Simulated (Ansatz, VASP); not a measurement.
# One calculation of Si, two programs

File INCAR:

```
SYSTEM = Si
PREC     = Accurate       ! precision mode
ENCUT    = 520            ! plane-wave cutoff, eV
EDIFF    = 1E-7           ! SCF threshold, eV
ISMEAR   = 1              ! smearing method
SIGMA    = 0.6            ! smearing width, eV
LREAL    = .False.        ! projectors in reciprocal space
LASPH    = .True.         ! aspherical terms in the spheres
NELM     = 80             ! most SCF steps
ALGO     = Normal         ! electronic algorithm
ISIF     = 2              ! what is computed and relaxed
LWAVE    = .False.        ! write WAVECAR
LCHARG   = .True.         ! write CHGCAR
GGA      = CA             ! functional
LELF     = .True.         ! ELF
LVHAR    = .True.       
NBANDS   = 11             ! bands
```

KPOINTS

```
regular mesh
0
Gamma
  10 10 10
  0 0 0
```

The input POSCAR:

```
Si
1.0
    0.0000000000      2.7016643793      2.7016643793
    2.7016643793      0.0000000000      2.7016643793
    2.7016643793      2.7016643793      0.0000000000
Si
2
Direct
    0.5000000000      0.5000000000      0.5000000000
    0.7500000000      0.7500000000      0.7500000000
```

Input for Ansatz:

```yaml
crystal:
  lattice:
    - [0.0, 2.7016643793, 2.7016643793]
    - [2.7016643793, 0.0, 2.7016643793]
    - [2.7016643793, 2.7016643793, 0.0]
  atoms:
    - { symbol: Si, position: [0.5, 0.5, 0.5] }
    - { symbol: Si, position: [0.75, 0.75, 0.75] }
hamiltonian:
  xc: lda
  pseudopotentials:
    kind: paw
    azcp:
      Si: "pseudopotentials/Si.paw.azcp"
basis:
  ecutwfc: 420
  fft_grid_basis: typed
kpoints:
  mp_grid: { grid: [10, 10, 10], shift: [0, 0, 0] }
magnetization:
  spin_polarized: false
scf:
  occupations: { method: methfessel_paxton, width: 0.6 }
  lower_state_search: "off"
output:
  stress: true
  write_density: true
  write_potential: true
  elf: true
  volumetric_format: npy
```

Alike in both runs: task single point; functional LDA; k mesh 10 × 10 × 10; occupations methfessel-paxton of order 1, width 0.6 eV; no spin polarisation.

|  | VASP | Ansatz |
| --- | --- | --- |
| version | VASP 6.6.1 | Ansatz 0.2.0 |
| potentials or method | VASP PAW LDA potentials, release 64 (Si) | plane waves (420 eV) with PAW, scalar-relativistic |
| plane-wave cutoff (eV) | 520 | 420 |
| valence electrons in the cell | 8 | 8 |

```tsv
	VASP	Ansatz	Ansatz less VASP
pressure (GPa)	0.0	-0.1	-0.04
```

Ansatz warned: «pseudo_functional_mismatch».
